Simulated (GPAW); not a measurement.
Runs of GPAW 26.7.0 on CdTe. Symmetry: F-43m, No. 216, cubic system. Conventional cell: a = 6.410 Å, b = 6.410 Å, c = 6.410 Å, α = 90.00°, β = 90.00°, γ = 90.00°. Te (site symmetry -43m) is surrounded by 4 Cd at 2.78 Å. Cd (site symmetry -43m) has 4 Te at 2.78 Å as nearest neighbours. 

```csv
task,level,potentials or basis,spin,cell,k mesh,cutoff (eV),smearing,maxiter,band path,band points,spin axis theta (degrees),spin axis phi (degrees),other keys,mesh quality,gap on the mesh (eV),pressure (GPa),V0 of scaled cells (Å³/atom),B0 (GPa)
band structure,vdW-DF,"GPAW PAW data sets (gpaw-data 1.2.1), pw","SOC, no magnetisation",as given,6 × 6 × 6,600,fermi-dirac 0.05 eV,150,"GXWKGLUWLK,UX",60,0,0,-,not flagged,0.64,-,-,-
wannier90,PBEsol,"PAW data sets generated in the run's folder for this functional, pw",off,as given,7 × 7 × 7,600,fermi-dirac 0.05 eV,60,"GXWKGLUWLK,UX",-,-,-,"several, not listed",not flagged,0.76,1.3,-,-
electron localisation function,PBEsol,"PAW data sets generated in the run's folder for this functional, pw",off,as given,4 × 4 × 4,510,fermi-dirac 0.01 eV,150,-,-,-,-,-,coarse,0.74,1.3,-,-
band structure,SOGGA,"PAW data sets generated in the run's folder for this functional, pw","SOC, no magnetisation",as given,6 × 6 × 6,600,fermi-dirac 0.05 eV,150,"GXWKGLUWLK,UX",100,90,0,-,not flagged,0.42,1.2,-,-
equation of state,revPBE+D3,"the program's PAW data sets (release 1.2.1) made for this functional, pw",off,as given,6 × 6 × 6,600,fermi-dirac 0.05 eV,150,-,-,-,-,-,not flagged,-,-,34.19,39
Born charges,PBEsol+D3(BJ),"PAW data sets generated in the run's folder for this functional, pw",off,relaxed,4 × 4 × 4,510,fermi-dirac 0.01 eV,150,-,-,-,-,-,coarse,(b),0.0,-,-
equation of state,BP86+D4,"PAW data sets generated in the run's folder for this functional, pw",off,as given,6 × 6 × 6,600,fermi-dirac 0.05 eV,150,-,-,-,-,-,not flagged,-,-,33.24,(a)
```

Task: Fill in the values left out.

Result: (a) 45; (b) 0.75.

Caveats: some runs use coarse meshes; spin-orbit coupling is left out, which moves the levels of the heavy elements (some runs); spin-orbit coupling was added after a scalar SCF, so levels and gaps hold it while energy, forces, pressure and moments don't (some runs); this program's spin-orbit splittings come out too wide for heavy elements (some runs); the cutoff is short for stress and forces, so pressures can be off by a GPa or more (some runs); the PAW data sets were made with another functional, which shifts forces and pressure a little (some runs); the Wannier interpolation is poor (some runs); the LO-TO splitting is left out (some runs).

A k mesh can miss the band edges, and rows without SOC leave out spin-orbit coupling on Cd, Te.

Runs at the PBE level aren't shown here.
